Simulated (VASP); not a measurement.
CsSnI3 under changes of volume

One of the cells (48.753 Å³/atom); the others are scaled copies at fixed shape and fractional positions:

```
CELL_PARAMETERS angstrom
6.24680 0.00000 0.00000
0.00000 6.24680 0.00000
0.00000 0.00000 6.24680
ATOMIC_POSITIONS crystal
Cs 0.00000 0.00000 0.00000
I 0.50000 0.50000 0.00000
I 0.50000 0.00000 0.50000
I 0.00000 0.50000 0.50000
Sn 0.50000 0.50000 0.50000
```

```yaml
Program: VASP 6.6.1
Functional: PBEsol
Potentials_or_basis: VASP PAW PBE potentials, release 64 (Cs_sv, I, Sn_d)
Cutoff: 520 eV
k_mesh: 5 × 5 × 5
Occupations: fermi-dirac, width 0.05 eV
Spin: no spin polarisation
```

| volume (Å³/atom) | energy over the lowest point (meV/atom) | pressure (GPa) | gap on the mesh (eV) |
| --- | --- | --- | --- |
| 44.929 | ? | ? | ? |
| 45.885 | 0.00 | 0.0 | 1.69 |
| 46.841 | 1.11 | -0.4 | 1.70 |
| 48.753 | 9.12 | -1.0 | 1.74 |
| 49.709 | 15.58 | -1.2 | 1.76 |
| 50.665 | 23.45 | -1.4 | 1.78 |

Question: What does the run at 44.929 Å³/atom give?

Answer: Energy over the lowest point 1.15 meV/atom; pressure 0.4 GPa; gap on the mesh 1.67 eV.

Worked out: A Birch-Murnaghan fit of order 3 (a polynomial in V^(-2/3)) to the other rows has its minimum at 45.87 Å³/atom, just outside them, with B0 = V·E''(V) = 18.1 GPa and B' = 4.7. It gives 1.14 meV/atom at 44.929 Å³/atom, against the run's 1.15, and -dE/dV = 0.4 GPa, against 0.4. A straight line through the other rows of the gap, of slope 0.931 eV per unit of ln V (its deformation potential), extrapolates to 1.67 eV, against the run's 1.67.

Energies are extrapolated to zero smearing.

Caveats: the PAW data sets were made with another functional, which shifts forces and pressure a little; spin-orbit coupling is left out, which moves the levels of the heavy elements; an odd mesh through Γ misses points on the zone boundary, where band edges often lie.
